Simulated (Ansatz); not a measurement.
Relaxed SrF$_{2}$ (fluorite):

```yaml
crystal:
  lattice:
    - [0.00000, 5.79063, 5.79063]
    - [2.89532, 2.89532, 5.79063]
    - [2.89532, 2.89532, 0.00000]
  atoms:
    - { symbol: Sr, position: [0.00000, 0.00000, 0.00000] }
    - { symbol: Sr, position: [0.50000, 0.00000, 0.00000] }
    - { symbol: F, position: [0.00000, 0.25000, 0.25000] }
    - { symbol: F, position: [0.50000, 0.25000, 0.25000] }
    - { symbol: F, position: [0.00000, 0.75000, 0.75000] }
    - { symbol: F, position: [0.50000, 0.75000, 0.75000] }
```

A phonon eigenvector at X = (0.5, 0.5, 0.0) is frozen into this cell: atom i moves by Q times the vector below, so Q is the largest atomic displacement, in Å. The cell is held. (q is in reciprocal vectors of the primitive cell; the cell shown is doubled to hold the pattern.)

```
atom      x      y       z
----  -----  -----  ------
F3    0.000  0.000   1.000
F4    0.000  0.000  -1.000
F5    0.000  0.000   1.000
F6    0.000  0.000  -1.000
```

Atoms not listed stay in place.

All values below come from r2SCAN (plane waves to 500 eV, PAW, scalar-relativistic; Ansatz, a program for electronic structure). k mesh 10×10×10 (Γ-centred), Fermi-Dirac smearing 0.05 eV. E stands for the smeared free energy. SrF2 was relaxed with its symmetry unable to fall. ΔE is measured from the undisplaced structure.

```csv
Q (Å),ΔE (meV/cell)
-0.1000,36.6
-0.0833,withheld
-0.0667,16.2
-0.0500,9.1
-0.0333,4.0
-0.0167,1.0
0.0000,0.0
0.0167,1.0
0.0333,4.0
0.0500,9.1
0.0667,16.2
0.0833,withheld
0.1000,36.6
```

Problem. Fit an even polynomial form (powers 2, 4) to the given rows and predict ΔE at Q = 0.0833.

Solution. Least squares on the 11 given rows: ΔE = (3626)·Q² + (3406)·Q⁴, in meV/cell with Q in Å; root-mean-square residual 0.01 meV/cell. At 0.0833 the fit gives 25.3 meV/cell; the calculation gives 25.4 meV/cell, so the interpolation is off by -0.1 (-0.4 %). The quadratic term alone would give 25.2 meV/cell.

(For displaced atoms, the force is minus the slope of the energy, and its curvature is a force constant, which sets phonon frequencies.)
